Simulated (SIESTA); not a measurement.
The system is CoO.

```
Co O
1.0
     0.00000    2.13150    2.13150
     2.13150    0.00000    2.13150
     2.13150    2.13150    0.00000
Co O
1 1
Direct
  0.00000 0.00000 0.00000
  0.50000 0.50000 0.50000
```

Base run:

```yaml
Program: SIESTA 5.4.2
Functional: PBE
Potentials_or_basis: PseudoDojo 0.4 standard (PBE files)
Basis: DZP (energy shift 0.003 Ry; two zetas on semicore shells)
Grid_cutoff: 800 Ry
Energy_shift: 0.003 Ry
k_mesh: 8 × 8 × 8
Occupations: fermi-dirac, width 0.05 eV
Spin: collinear spin, ferromagnetic start
Starting_moments: "[2.0, 0.0] μB"
Hubbard_terms: Co d U = 6 eV
```

Its results: band gap on the k mesh none (metal or under the smearing width); pressure 5.2 GPa; net moment 2.99 μB per cell; site moments Co +2.74; O +0.25 μB.

Task: The run is repeated on the same cell with these changes: hubbard terms from Co d U = 6 eV to none. What comes out?

Result: Band gap on the k mesh none (metal or under the smearing width); pressure -0.8 GPa; net moment 2.97 μB per cell; site moments Co +2.61; O +0.36 μB.

Caveats: short orbitals over semicore shells can move pressures by several GPa; the basis of atomic orbitals isn't converged, which shifts pressures, moduli and gaps; a cell with one magnetic atom can't hold antiferromagnetic order, which such compounds often take; semilocal functionals often make such compounds metallic where correlation or magnetic order opens a gap, which also shifts bond lengths (some runs).
